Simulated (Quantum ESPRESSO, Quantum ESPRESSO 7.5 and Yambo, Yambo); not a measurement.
# Quasiparticle gap of MgO (Periclase) in Yambo

How does a plane-wave GW calculation on MgO (Periclase) run from the first input to the gap?

Main program and level: Quantum ESPRESSO 7.5 and Yambo 5.3.0; PBE and many-body steps on it, plane waves.

The database entry behind the starting cell differs from later determinations by our own check (about 0.1 % long), so it need not match the best structure at ambient conditions.

### Step 1. The structure

It takes space group Fm-3m (No. 225, cubic). The conventional cell has a = 4.217 Å, b = 4.217 Å, c = 4.217 Å, α = 90.00°, β = 90.00°, γ = 90.00°. Mg has 6 O at 2.11 Å nearest. O has 6 Mg at 2.11 Å nearest. Farther neighbours and most contacts between anions are not listed.

The cell and positions come from the Crystallography Open Database and are kept as given unless a step says otherwise.

### Step 2. Ground state

This step: Quantum ESPRESSO 7.5; DFT, PBE, plane waves, norm-conserving pseudopotentials.

The ground-state density comes first.

pw.in reads:

```
&control
  calculation = 'scf'
  prefix = 'x'
  outdir = 'o'
  pseudo_dir = 'pseudo'
/
&system
  ibrav = 0
  nat = 2
  ntyp = 2
  ecutwfc = 76.0
  nbnd = 13
  force_symmorphic = .true.
/
&electrons
  conv_thr = 1e-10
  electron_maxstep = 80
  mixing_beta = 0.5
/
ATOMIC_SPECIES
  Mg 24.305 Mg.upf
  O 15.999 O.upf
CELL_PARAMETERS angstrom
  -0.0000000000 2.1085000000 2.1085000000
  2.1085000000 0.0000000000 2.1085000000
  2.1085000000 2.1085000000 0.0000000000
ATOMIC_POSITIONS crystal
  Mg 0.0000000000 0.0000000000 0.0000000000
  O 0.5000000000 0.5000000000 0.5000000000
K_POINTS automatic
  8 8 8 0 0 0
```

On the command line:

```
$ OMP_NUM_THREADS=1 mpirun -n 4 pw.x -nk 4 -in pw.in > pw.out
```

The log of the run:

```text
Program PWSCF v.7.5 starts

     This program is part of the open-source Quantum ESPRESSO suite
     for quantum simulation of materials; please cite
         "P. Giannozzi et al., J. Phys.:Condens. Matter 21 395502 (2009);
         "P. Giannozzi et al., J. Phys.:Condens. Matter 29 465901 (2017);
         "P. Giannozzi et al., J. Chem. Phys. 152 154105 (2020);
     in publications or presentations arising from this work. More details at
     Message from routine setup:
     using ibrav=0 with symmetry is DISCOURAGED, use correct ibrav instead

     G-vector sticks info

     bravais-lattice index     =            0
     lattice parameter (alat)  =       5.6349  a.u.
     unit-cell volume          =     126.5166 (a.u.)^3
     number of atoms/cell      =            2
     number of atomic types    =            2
     number of electrons       =        16.00
     number of Kohn-Sham states=           13
     kinetic-energy cutoff     =      76.0000  Ry
     charge density cutoff     =     304.0000  Ry
     scf convergence threshold =      1.0E-10
     mixing beta               =       0.5000
     number of iterations used =            8  plain     mixing
     Exchange-correlation= PBE
                           (   1   4   3   4   0   0   0)

     celldm(1)=   5.634916  celldm(2)=   0.000000  celldm(3)=   0.000000
     celldm(4)=   0.000000  celldm(5)=   0.000000  celldm(6)=   0.000000

     crystal axes: (cart. coord. in units of alat)
               a(1) = (  -0.000000   0.707107   0.707107 )
               a(2) = (   0.707107   0.000000   0.707107 )
               a(3) = (   0.707107   0.707107   0.000000 )

     reciprocal axes: (cart. coord. in units 2 pi/alat)
               b(1) = ( -0.707107  0.707107  0.707107 )
               b(2) = (  0.707107 -0.707107  0.707107 )
               b(3) = (  0.707107  0.707107 -0.707107 )
     Pseudo is Norm-conserving, Zval = 10.0
     Generated using ONCVPSP code by D. R. Hamann
     Using radial grid of 1510 points,  4 beta functions with:
     Pseudo is Norm-conserving + core correction, Zval =  6.0
     Generated using ONCVPSP code by D. R. Hamann
     Using radial grid of  936 points,  5 beta functions with:
     Mg               10.00    24.30500     Mg( 1.00)
     O                 6.00    15.99900     O ( 1.00)

     48 Sym. Ops., with inversion, found

   Cartesian axes

     site n.     atom                  positions (alat units)
         1        Mg     tau(   1) = (   0.0000000   0.0000000   0.0000000  )
         2        O      tau(   2) = (   0.7071068   0.7071068   0.7071068  )

     number of k points=    29
                       cart. coord. in units 2pi/alat
        k(    1) = (   0.0000000   0.0000000   0.0000000), wk =   0.0039062
        k(    2) = (   0.0883883   0.0883883  -0.0883883), wk =   0.0312500
        k(    3) = (   0.1767767   0.1767767  -0.1767767), wk =   0.0312500
        k(    4) = (   0.2651650   0.2651650  -0.2651650), wk =   0.0312500
        k(    5) = (  -0.3535534  -0.3535534   0.3535534), wk =   0.0156250
        k(    6) = (   0.1767767   0.0000000   0.0000000), wk =   0.0234375
        k(    7) = (   0.2651650   0.0883883  -0.0883883), wk =   0.0937500
        k(    8) = (   0.3535534   0.1767767  -0.1767767), wk =   0.0937500
        k(    9) = (  -0.2651650  -0.4419417   0.4419417), wk =   0.0937500
        k(   10) = (  -0.1767767  -0.3535534   0.3535534), wk =   0.0937500
     [... 17 further rows ...]
        k(   28) = (  -0.7071068   0.1767767  -0.0000000), wk =   0.0468750
        k(   29) = (  -0.7071068   0.3535534   0.0000000), wk =   0.0234375

     Dense  grid:    11311 G-vectors     FFT dimensions: (  32,  32,  32)

     Initial potential from superposition of free atoms

     starting charge      15.9992, renormalised to      16.0000
     Starting wfcs are    9 randomized atomic wfcs +    4 random wfcs

     per-process dynamical memory:    13.1 Mb

     Self-consistent Calculation

     iteration #  1     ecut=    76.00 Ry     beta= 0.50

     total energy              =    -151.98509152 Ry
     estimated scf accuracy    <       0.38640133 Ry

     iteration #  2     ecut=    76.00 Ry     beta= 0.50

     total energy              =    -152.09121920 Ry
     estimated scf accuracy    <       0.06153055 Ry

     iteration #  3     ecut=    76.00 Ry     beta= 0.50

     total energy              =    -152.10137216 Ry
     estimated scf accuracy    <       0.00323920 Ry

     iteration #  4     ecut=    76.00 Ry     beta= 0.50

     total energy              =    -152.10154714 Ry
     estimated scf accuracy    <       0.00008510 Ry

     iteration #  5     ecut=    76.00 Ry     beta= 0.50

     total energy              =    -152.10156155 Ry
     estimated scf accuracy    <       0.00000255 Ry

     iteration #  6     ecut=    76.00 Ry     beta= 0.50

     total energy              =    -152.10156189 Ry
     estimated scf accuracy    <       0.00000034 Ry

     iteration #  7     ecut=    76.00 Ry     beta= 0.50

     total energy              =    -152.10156189 Ry
     estimated scf accuracy    <       0.00000004 Ry

     iteration #  8     ecut=    76.00 Ry     beta= 0.50

     total energy              =    -152.10156190 Ry
     estimated scf accuracy    <          2.8E-09 Ry

     iteration #  9     ecut=    76.00 Ry     beta= 0.50

     End of self-consistent calculation

          k = 0.0000 0.0000 0.0000 (  1411 PWs)   bands (ev):

   -64.3635 -31.1132 -31.1132 -31.1132  -9.1598   8.0108   8.0108   8.0108
    12.7439  23.9496  23.9496  23.9496  27.7112

          k = 0.0884 0.0884-0.0884 (  1423 PWs)   bands (ev):

   -64.3622 -31.1257 -31.1147 -31.1147  -8.9928   7.0680   7.9110   7.9110
    13.6509  22.2184  24.2970  24.2970  28.6700

          k = 0.1768 0.1768-0.1768 (  1405 PWs)   bands (ev):

   -64.3592 -31.1550 -31.1176 -31.1176  -8.5599   5.3798   7.6806   7.6806
    15.0976  20.6247  24.7407  24.7407  28.2672

          k = 0.2652 0.2652-0.2652 (  1423 PWs)   bands (ev):

     [... further k-points ...]

     highest occupied, lowest unoccupied level (ev):     8.0108   12.7439

!    total energy              =    -152.10156190 Ry
     estimated scf accuracy    <          4.8E-11 Ry

     The total energy is the sum of the following terms:
     one-electron contribution =     -74.52621981 Ry
     hartree contribution      =      41.57252589 Ry
     xc contribution           =     -24.49213348 Ry
     ewald contribution        =     -94.65573450 Ry

     convergence has been achieved in   9 iterations

     XML data file, charge density, pseudopotentials, collected wavefunctions

=------------------------------------------------------------------------------=
   JOB DONE.
=------------------------------------------------------------------------------=
```

It took 2.2 s on 4 MPI ranks of Arm Neoverse V1, shared host; peak memory 0.19 GiB.

Numbers from this step:

| Item | Value |
| --- | --- |
| total energy | -2069.4472 eV |
| gap | 4.733 eV |
| k of the valence top | 0, 0, 0 |
| k of the conduction bottom | 0, 0, 0 |
| least direct gap | 4.733 eV |

The gap is direct, at Γ.

### Step 3. Bands along the symmetry lines

The cheap functional maps the bands first; the places of the edges decide which points the dearer methods must see.

pw.in reads:

```
&control
  calculation = 'bands'
  prefix = 'x'
  outdir = 'o'
  pseudo_dir = 'pseudo'
/
&system
  ibrav = 0
  nat = 2
  ntyp = 2
  ecutwfc = 76.0
  nbnd = 14
  force_symmorphic = .true.
/
&electrons
  conv_thr = 1e-9
  electron_maxstep = 80
  diago_full_acc = .true.
  diago_thr_init = 5e-6
/
ATOMIC_SPECIES
  Mg 24.305 Mg.upf
  O 15.999 O.upf
CELL_PARAMETERS angstrom
  -0.0000000000 2.1085000000 2.1085000000
  2.1085000000 0.0000000000 2.1085000000
  2.1085000000 2.1085000000 0.0000000000
ATOMIC_POSITIONS crystal
  Mg 0.0000000000 0.0000000000 0.0000000000
  O 0.5000000000 0.5000000000 0.5000000000
K_POINTS crystal
  50
  0.00000000 0.00000000 0.00000000 1
  0.06250000 0.00000000 0.06250000 1
  0.12500000 0.00000000 0.12500000 1
  0.18750000 0.00000000 0.18750000 1
  0.25000000 0.00000000 0.25000000 1
  0.31250000 0.00000000 0.31250000 1
  0.37500000 0.00000000 0.37500000 1
  0.43750000 0.00000000 0.43750000 1
  0.50000000 0.00000000 0.50000000 1
  0.51562500 0.03125000 0.51562500 1
  0.53125000 0.06250000 0.53125000 1
  0.54687500 0.09375000 0.54687500 1
  0.56250000 0.12500000 0.56250000 1
  0.57812500 0.15625000 0.57812500 1
  0.59375000 0.18750000 0.59375000 1
  0.60937500 0.21875000 0.60937500 1
  0.62500000 0.25000000 0.62500000 1
  0.37500000 0.37500000 0.75000000 1
  0.32812500 0.32812500 0.65625000 1
  0.28125000 0.28125000 0.56250000 1
  0.23437500 0.23437500 0.46875000 1
  0.18750000 0.18750000 0.37500000 1
  0.14062500 0.14062500 0.28125000 1
  0.09375000 0.09375000 0.18750000 1
  0.04687500 0.04687500 0.09375000 1
  0.00000000 0.00000000 0.00000000 1
  0.06250000 0.06250000 0.06250000 1
  0.12500000 0.12500000 0.12500000 1
  0.18750000 0.18750000 0.18750000 1
  0.25000000 0.25000000 0.25000000 1
  0.31250000 0.31250000 0.31250000 1
  0.37500000 0.37500000 0.37500000 1
  0.43750000 0.43750000 0.43750000 1
  0.50000000 0.50000000 0.50000000 1
  0.50000000 0.46875000 0.53125000 1
  0.50000000 0.43750000 0.56250000 1
  0.50000000 0.40625000 0.59375000 1
  0.50000000 0.37500000 0.62500000 1
  0.50000000 0.34375000 0.65625000 1
  0.50000000 0.31250000 0.68750000 1
  0.50000000 0.28125000 0.71875000 1
  0.50000000 0.25000000 0.75000000 1
  0.50000000 0.21875000 0.71875000 1
  0.50000000 0.18750000 0.68750000 1
  0.50000000 0.15625000 0.65625000 1
  0.50000000 0.12500000 0.62500000 1
  0.50000000 0.09375000 0.59375000 1
  0.50000000 0.06250000 0.56250000 1
  0.50000000 0.03125000 0.53125000 1
  0.50000000 0.00000000 0.50000000 1
```

The log of the run:

```text
[banner, memory and clock lines left out]
Program PWSCF v.7.5 starts

     Atomic positions and unit cell read from directory:
     o/x.save/

     Message from routine setup:
     using ibrav=0 with symmetry is DISCOURAGED, use correct ibrav instead

     G-vector sticks info

     bravais-lattice index     =            0
     lattice parameter (alat)  =       5.6349  a.u.
     unit-cell volume          =     126.5166 (a.u.)^3
     number of atoms/cell      =            2
     number of atomic types    =            2
     number of electrons       =        16.00
     number of Kohn-Sham states=           14
     kinetic-energy cutoff     =      76.0000  Ry
     charge density cutoff     =     304.0000  Ry
     Exchange-correlation= PBE
                           (   1   4   3   4   0   0   0)

     celldm(1)=   5.634916  celldm(2)=   0.000000  celldm(3)=   0.000000
     celldm(4)=   0.000000  celldm(5)=   0.000000  celldm(6)=   0.000000

     crystal axes: (cart. coord. in units of alat)
               a(1) = (  -0.000000   0.707107   0.707107 )
               a(2) = (   0.707107   0.000000   0.707107 )
               a(3) = (   0.707107   0.707107   0.000000 )

     reciprocal axes: (cart. coord. in units 2 pi/alat)
               b(1) = ( -0.707107  0.707107  0.707107 )
               b(2) = (  0.707107 -0.707107  0.707107 )
               b(3) = (  0.707107  0.707107 -0.707107 )
     Pseudo is Norm-conserving, Zval = 10.0
     Generated using ONCVPSP code by D. R. Hamann
     Using radial grid of 1510 points,  4 beta functions with:
     Pseudo is Norm-conserving + core correction, Zval =  6.0
     Generated using ONCVPSP code by D. R. Hamann
     Using radial grid of  936 points,  5 beta functions with:
     Mg               10.00    24.30500     Mg( 1.00)
     O                 6.00    15.99900     O ( 1.00)

     48 Sym. Ops., with inversion, found

   Cartesian axes

     site n.     atom                  positions (alat units)
         1        Mg     tau(   1) = (   0.0000000   0.0000000   0.0000000  )
         2        O      tau(   2) = (   0.7071068   0.7071068   0.7071068  )

     number of k points=    50
                       cart. coord. in units 2pi/alat
        k(    1) = (   0.0000000   0.0000000   0.0000000), wk =   0.0400000
        k(    2) = (   0.0000000   0.0883883   0.0000000), wk =   0.0400000
        k(    3) = (   0.0000000   0.1767767   0.0000000), wk =   0.0400000
[...]
[... 38 further rows ...]
        k(   49) = (   0.0441942   0.7071068   0.0000000), wk =   0.0400000
        k(   50) = (   0.0000000   0.7071068   0.0000000), wk =   0.0400000

     Dense  grid:    11311 G-vectors     FFT dimensions: (  32,  32,  32)

     The potential is recalculated from file :
     o/x.save/charge-density

     Starting wfcs are    9 randomized atomic wfcs +    5 random wfcs

     Band Structure Calculation

     End of band structure calculation

          k = 0.0000 0.0000 0.0000 (  1411 PWs)   bands (ev):

   -64.3635 -31.1133 -31.1133 -31.1133  -9.1597   8.0109   8.0109   8.0109
    12.7439  23.9496  23.9496  23.9496  27.7112  29.7246

          k = 0.0000 0.0884 0.0000 (  1419 PWs)   bands (ev):

   -64.3631 -31.1164 -31.1144 -31.1144  -9.1029   7.7028   7.9502   7.9502
    13.0966  23.1332  24.0779  24.0779  28.6805  28.7905

          k = 0.0000 0.1768 0.0000 (  1419 PWs)   bands (ev):

   -64.3619 -31.1249 -31.1175 -31.1175  -8.9402   6.9904   7.7830   7.7830
    13.9454  21.7310  24.4333  24.4333  26.9194  30.2063

          k =-0.0000 0.2652 0.0000 (  1411 PWs)   bands (ev):

[...]
k = 0.0000 0.4419-0.0000 (  1411 PWs)   bands (ev):

[...]
k =-0.0000 0.5303 0.0000 (  1407 PWs)   bands (ev):

[...]
k = 0.0000 0.6187-0.0000 (  1399 PWs)   bands (ev):

[...]
k = 0.4640 0.4640-0.0000 (  1428 PWs)   bands (ev):

[...]
k = 0.3315 0.3315-0.0000 (  1416 PWs)   bands (ev):

[...]
k = 0.3094 0.7071-0.0000 (  1426 PWs)   bands (ev):

[...]
k = 0.2210 0.7071-0.0000 (  1410 PWs)   bands (ev):

[...]
k = 0.1768 0.7071-0.0000 (  1418 PWs)   bands (ev):

[...]
k = 0.0442 0.7071 0.0000 (  1410 PWs)   bands (ev):

   -64.3523 -31.1840 -31.1416 -31.1412  -7.6265   4.0059   6.6443   6.6658
    17.2933  18.0453  21.0454  26.8187  26.9892  33.5889

          k = 0.0000 0.7071 0.0000 (  1428 PWs)   bands (ev):

   -64.3523 -31.1846 -31.1413 -31.1413  -7.6288   3.9868   6.6826   6.6826
    17.2331  17.9851  21.0654  26.9476  26.9476  33.5058

     XML data file, pseudopotentials, collected wavefunctions
```

Run time: 1.4 s. Hardware: 4 MPI ranks; peak memory 0.05 GiB; 5.5 s of CPU time.

Numbers from this step:

```yaml
gap: 4.733 eV
k_of_the_valence_top: 0, 0, 0
k_of_the_conduction_bottom: 0, 0, 0
least_direct_gap: 4.733 eV
```

The gap is 4.733 eV, as in the run before at this level.

Electronic bands along the path, in eV, zero at the top of the highest filled band; v1 is the highest filled band, c1 the lowest empty one:

| point | v4 | v3 | v2 | v1 | c1 | c2 | c3 | c4 |
| --- | --- | --- | --- | --- | --- | --- | --- | --- |
| Γ | -17.17 | 0.00 | 0.00 | 0.00 | 4.73 | 15.94 | 15.94 | 15.94 |
| halfway | -16.41 | -2.60 | -0.72 | -0.72 | 8.06 | 11.27 | 15.51 | 17.50 |
| X | -15.64 | -4.02 | -1.33 | -1.33 | 9.22 | 9.97 | 13.05 | 18.94 |
| halfway | -15.62 | -3.87 | -1.77 | -1.27 | 9.59 | 10.49 | 12.90 | 18.58 |
| U | -15.61 | -3.44 | -2.67 | -1.12 | 10.14 | 11.76 | 12.51 | 18.11 |
| jump to K | -15.61 | -3.44 | -2.67 | -1.12 | 10.14 | 11.76 | 12.51 | 18.11 |
| halfway | -16.34 | -2.91 | -1.16 | -0.38 | 8.15 | 12.04 | 15.37 | 17.95 |
| Γ | -17.17 | 0.00 | 0.00 | 0.00 | 4.73 | 15.94 | 15.94 | 15.94 |
| halfway | -16.57 | -2.63 | -0.33 | -0.33 | 7.09 | 12.61 | 16.73 | 16.73 |
| L | -15.86 | -4.57 | -0.63 | -0.63 | 7.91 | 12.57 | 16.32 | 16.32 |
| halfway | -15.72 | -3.96 | -1.90 | -0.97 | 9.68 | 12.18 | 13.50 | 16.90 |
| W | -15.58 | -2.91 | -2.91 | -1.75 | 11.66 | 11.66 | 12.15 | 15.52 |
| halfway | -15.61 | -3.73 | -1.87 | -1.54 | 10.08 | 10.85 | 12.73 | 17.32 |
| X | -15.64 | -4.02 | -1.33 | -1.33 | 9.22 | 9.97 | 13.05 | 18.94 |

The electronic bands as a text plot (rows in eV, shown from -8.0 to 10.7 only):

```
   10.3 |       ++   +++ +++++                         +     ++++
    9.6 |         +++++++                             +       +++
    8.8 |       ++            ++                    ++
    8.0 |     ++                +              +++++
    7.2 |    +                   ++         +++
    6.4 |                                  +
    5.7 |  ++                      ++    ++
    4.9 |++                          ++++
    4.1 |
    3.3 |
    2.5 |
    1.8 |
    1.0 |
    0.2 |**                        ********
   -0.6 | ********         ***********  ***************
   -1.4 |  **     *********     *  **               ** **********
   -2.1 |    *         ***  **** **        *          **    **
   -2.9 |     ****        **    *           *           ****
   -3.7 |         ********* ****             ***      ***   *****
   -4.5 |                                       ******
   -5.3 |
   -6.0 |
   -6.8 |
   -7.6 |
         Γ           X  U|K            Γ         L        W     X
```

[end of part 1 of 2]

[Paths, hosts, dates, memory and timing lines, banners, echoed tables and standing remarks are left out of the program output.]

[Logs are printed without paths, hosts, clocks, repeated set-up lines and the standing remarks that a program may print on its own settings, such as how far it seeks lower states.]

[Runs of the session that timed out or met a known fault of the program may be left out.]

[Hosts, paths, dates, database ids (printed as entryN), source tags and the programs' standing remarks are cut or masked in the printed files.]
